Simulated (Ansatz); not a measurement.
BaTiO3:

```
Ba Ti O
1.0
    -2.82767   -1.63255   -2.31773
     2.82767   -4.89766    0.00000
    -2.82767   -1.63255    4.63546
Ba Ti O
2 2 6
Direct
  0.01575 0.99511 0.97326
  0.98425 0.50489 0.52674
  0.50386 0.98954 0.50362
  0.46814 0.51046 0.02438
  0.53055 0.23162 0.73316
  0.48625 0.75828 0.23994
  0.47922 0.75734 0.73348
  0.53758 0.25276 0.23962
  0.99089 0.02893 0.47950
  0.04611 0.47107 0.00370
```

The cell isn't the ideal one: a zone-boundary wave of random shape, sigma 0.1 Å.

Below is the output of Ansatz 0.2.0 for this cell. Logs are shortened: lines on timing, memory, paths and dates and some standing lists are left out, and cuts for length are marked.

```text
Warning: RAYON_NUM_THREADS=4 ignored (pool sized by the plan → 4); use --threads N
Engine: ansatz 0.2.0, aarch64-unknown-linux-gnu
Pseudopotentials: kind: paw
Pseudopotential: Ba, paw, valence charge 10, recommended cutoff 500 eV (meta_gga), Ba.paw.azcp
Pseudopotential: Ti, paw, valence charge 12, recommended cutoff 500 eV (meta_gga), Ti.paw.azcp
Pseudopotential: O, paw, valence charge 6, recommended cutoff 500 eV (meta_gga), O.paw.azcp
Functional definition: r2SCAN
  parameter k0 = 0.174
  parameter k1 = 0.065
  parameter a1 = 4.9479
  exchange = r2scan_x(k0 = k0, k1 = k1, a1 = a1)
  correlation = r2scan_c
Crystal: 10 atoms, lattice volume = 128.393 Å³
Basis set: ecut = 500 eV, 3275 PW (Γ), exchange–correlation on 120×180×180 points (64 copies of the dense FFT grid, shifted against one another)
[... 322 lines left out ...]
  atom   9  O      0.00027213     0.00136097     0.00078009
  atom  10  O      0.00128061     0.00013612     0.00188840
  max |Σ_I F_I| component: 7.89e-5 eV/Å
--- Stress (GPa, compression-positive) ---
       -0.027604       0.003399       0.004445
        0.003399      -0.034595       0.000269
        0.004445       0.000269      -0.028109
  P = ⅓ Tr σ = -0.0301 GPa (-0.301 kbar)
--- Band table (eV; the first three rows and the last of 88) ---
  k-point 0: bands = ["-48.7895", "-48.7877", "-24.0330", "-24.0306", "-23.9829", "-23.9822", "-23.9793", "-23.9768", "-15.6213", "-15.4236", "-8.0105", "-7.6899", "-7.3868", "-7.3859", "-7.3182", "-7.3132", "-0.4691", "-0.4624", "-0.3917", "-0.3911", "-0.3905", "-0.0344", "5.5519", "5.8216", "6.0287", "7.0885", "7.0941", "7.4719", "7.4727", "7.4781", "8.0795", "8.3448", "8.3457", "8.6184", "8.8249", "8.8790", "9.1576", "9.2798", "9.2800", "9.6459", "12.5669", "12.5706", "12.7235", "13.9431", "13.9486", "14.2965", "14.5735", "14.5742", "15.1260", "15.4258"]
  k-point 1: bands = ["-48.7894", "-48.7879", "-24.0282", "-24.0261", "-23.9877", "-23.9861", "-23.9800", "-23.9772", "-15.5993", "-15.4391", "-8.0094", "-7.7883", "-7.3804", "-7.3771", "-7.3209", "-7.2814", "-0.4544", "-0.3962", "-0.3746", "-0.3607", "-0.3002", "-0.0721", "5.7264", "6.0138", "6.1682", "7.1224", "7.1908", "7.2107", "7.3653", "7.4392", "8.0596", "8.1620", "8.1846", "8.6170", "8.6231", "8.7928", "8.8472", "9.2189", "9.2289", "9.5358", "12.7067", "12.7121", "12.8609", "13.7806", "13.8358", "14.1540", "14.7049", "14.9618", "15.1455", "15.7761"]
  k-point 2: bands = ["-48.7890", "-48.7883", "-24.0157", "-24.0141", "-24.0003", "-23.9988", "-23.9794", "-23.9780", "-15.5445", "-15.4832", "-7.9962", "-7.9281", "-7.3631", "-7.3405", "-7.3347", "-7.2804", "-0.4342", "-0.4116", "-0.2794", "-0.2060", "-0.1613", "-0.1601", "6.1131", "6.5430", "6.6245", "6.6390", "7.0156", "7.2218", "7.3442", "7.4327", "7.4595", "7.8291", "8.0891", "8.2023", "8.6380", "8.6802", "8.7717", "8.9730", "9.1607", "9.3009", "12.9931", "13.0859", "13.2926", "13.3999", "13.5201", "13.7762", "14.9477", "15.1125", "15.8521", "16.5813"]
  k-point 87: bands = ["-48.7884", "-48.7872", "-24.0310", "-24.0307", "-24.0266", "-24.0113", "-23.9977", "-23.9794", "-15.4789", "-15.3850", "-8.0421", "-7.3998", "-7.3338", "-7.2282", "-7.2198", "-7.1953", "-0.8802", "-0.8432", "-0.6883", "-0.3474", "-0.1833", "-0.1570", "5.5634", "5.8169", "6.0711", "6.5165", "6.5669", "6.8566", "7.0019", "7.0949", "7.3170", "7.3724", "7.5776", "8.1852", "8.3987", "8.7646", "9.0706", "9.2815", "9.3389", "9.6362", "13.0634", "13.8029", "13.9451", "14.1641", "14.2931", "14.4098", "14.9948", "16.7162", "16.7209", "17.5014"]
--- Relaxed structure (17 steps of the walk, 12 accepted, 1 SCFs on fresh bases) ---
  F+E_penalty+E_count = -20367.67492699 eV   max|allowed force component| = 8.388e-3 eV/Å   (the final SCF, on the basis selected at the relaxed cell)
  cell:  # Å, volume = 130.2986 Å³
    - [-2.8496570175602365, -1.6452486530476367, -2.3142619771789312]
    - [2.840755138149014, -4.919715747887773, -0.0004308766932414401]
    - [-2.861225593523232, -1.6513160596172332, 4.646911531449806]
  atoms:
    - { symbol: Ba, position: [0.011258603199224781, 0.9998871595275414, 1.0028211814227905] }
    - { symbol: Ba, position: [1.0112492061807323, 0.5000507236900863, 0.5027766523558377] }
    - { symbol: Ti, position: [0.5246225741272874, 0.9999248986725037, 0.5162810252261136] }
    - { symbol: Ti, position: [0.5245776972641817, 0.49995677298320074, 0.016298126052086415] }
    - { symbol: O, position: [0.49829655620909463, 0.2452204872405475, 0.7349590402063273] }
    - { symbol: O, position: [0.49832487231792943, 0.7451946025556018, 0.23496648343949883] }
    - { symbol: O, position: [0.4983307487273204, 0.7548563661852009, 0.7349515281477514] }
    - { symbol: O, position: [0.49832635420265997, 0.2548795797302182, 0.23492775118515735] }
    - { symbol: O, position: [0.9887960407719052, 1.2734223992155548e-5, 0.48970878940043105] }
    - { symbol: O, position: [-0.011182653000335626, 0.500016675191108, -0.010290577435994616] }
```

Task: What input gives this log?

Result: Relaxation of cell and atoms with r2SCAN, no spin polarisation. The files as run (others can give the same):

input.yaml
```yaml
crystal:
  lattice:
    - [-2.82766816, -1.63255497, -2.31773161]
    - [2.82766816, -4.89766492, 0.0]
    - [-2.82766816, -1.63255497, 4.63546322]
  atoms:
    - { symbol: Ba, position: [0.01574546, 0.99510673, 0.97325899] }
    - { symbol: Ba, position: [0.98425454, 0.50489327, 0.52674101] }
    - { symbol: Ti, position: [0.50385971, 0.9895382, 0.503622] }
    - { symbol: Ti, position: [0.46814029, 0.5104618, 0.024378] }
    - { symbol: O, position: [0.53055, 0.23162339, 0.73315727] }
    - { symbol: O, position: [0.48625, 0.75827661, 0.23994273] }
    - { symbol: O, position: [0.47921711, 0.75734423, 0.73348461] }
    - { symbol: O, position: [0.53758289, 0.25275577, 0.23961539] }
    - { symbol: O, position: [0.99088784, 0.02893112, 0.47950327] }
    - { symbol: O, position: [0.04611216, 0.47106888, 0.00369673] }
hamiltonian:
  xc: r2scan
  pseudopotentials: { kind: paw }
kpoints:
  mp_grid: { grid: [7, 5, 5] }
scf:
  occupations: { method: fermi_dirac, width: 0.05 }
output:
  forces: true
  stress: true
  eigenvalues: true
relax:
  f_tol: 0.01
  max_steps: 40
  cell: { stress_tol: 0.05 }
```

Potentials or basis: Ansatz PAW.
Launch:
```bash
$ ansatz run input.yaml --threads 4 --pin off --max-ram 11264MiB --backend cpu --events-out ev --progress --plain --runs-dir out
```

Caveat: odd divisions of the mesh miss points on the zone boundary, where band edges often lie, so the gap on the mesh can be too wide; the plane-wave basis is chosen anew once the cell has moved, so the energies of steps on either side of that aren't comparable; spin-orbit coupling is left out, which moves the levels of the heavy elements; the PAW data sets come from PBE, with cores solved anew for the run's functional, which leaves a small shift of forces and pressure.
